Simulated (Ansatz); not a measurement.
# CH4N2O: the cost of one run

Program: Ansatz 0.2.0. Level of theory: the levels named in each step. These are calculated values, not measurements.

### Step 1. The structure to begin with

Bond lengths: N1–C2 1.372 Å, C2–N3 1.372 Å, C2–O4 1.208 Å, N1–H5 1.005 Å, N1–H6 1.006 Å, N3–H7 1.006 Å, N3–H8 1.005 Å. Angles: N1–C2–N3 114.1°, N1–C2–O4 122.9°, N3–C2–O4 123.0°, C2–N1–H5 119.9°, C2–N1–H6 115.5°, H5–N1–H6 116.4°, C2–N3–H7 115.5°, C2–N3–H8 119.9°, H7–N3–H8 116.4°.

As a file:

```xyz
8

N     0.8735   -0.5727    0.8145
C     0.0197    0.0816   -0.0371
N    -1.1504   -0.5921   -0.2835
O     0.2765    1.1564   -0.5262
H     0.7711   -1.5613    0.9650
H     1.8114   -0.2101    0.8516
H    -1.8744   -0.0552   -0.7307
H    -1.4546   -1.3145    0.3458
```

### Step 2. A rough first relaxation, PBE-D4/def2-SVP

This run stands in another session on the same molecule. It ended at:

```xyz
8

N     0.8701   -0.5828    0.8536
C     0.0171    0.0714   -0.0319
N    -1.1572   -0.6272   -0.3019
O     0.2765    1.1611   -0.5289
H     0.8515   -1.6038    0.8842
H     1.8055   -0.1754    0.8850
H    -1.8609   -0.0610   -0.7775
H    -1.5299   -1.2504    0.4167
```

### Step 3. Relaxation, HF/STO-3G

The input, input.yaml:

```yaml
crystal:
  periodic: [false, false, false]
  atoms:
    - { symbol: "N", position_ang: [0.8700914, -0.58277494, 0.85359797] }
    - { symbol: C, position_ang: [0.01707631, 0.07141796, -0.03194062] }
    - { symbol: "N", position_ang: [-1.15719684, -0.62715584, -0.30189292] }
    - { symbol: O, position_ang: [0.27649329, 1.16112935, -0.52889345] }
    - { symbol: H, position_ang: [0.8515084, -1.60376925, 0.8842034] }
    - { symbol: H, position_ang: [1.8054771, -0.17539514, 0.88504102] }
    - { symbol: H, position_ang: [-1.86087006, -0.06100785, -0.77751159] }
    - { symbol: H, position_ang: [-1.5299296, -1.25039429, 0.4166862] }
basis:
  gaussian: { orbitals: STO-3G }
hamiltonian:
  xc: hf
relax:
  f_tol: 0.002
  max_steps: 150
```

The run is started by

```console
ansatz run input.yaml --threads 2 --pin off --max-ram 5120MiB --backend cpu --events-out ev --progress --plain --runs-dir out
```

**Question.** How long does this run take on 2 threads of Intel Xeon Platinum 8259CL at 2.50GHz (Skylake/Cascade Lake), shared host, and how much memory does it need?

About 3.9 s, with a peak of 0.12 GiB.
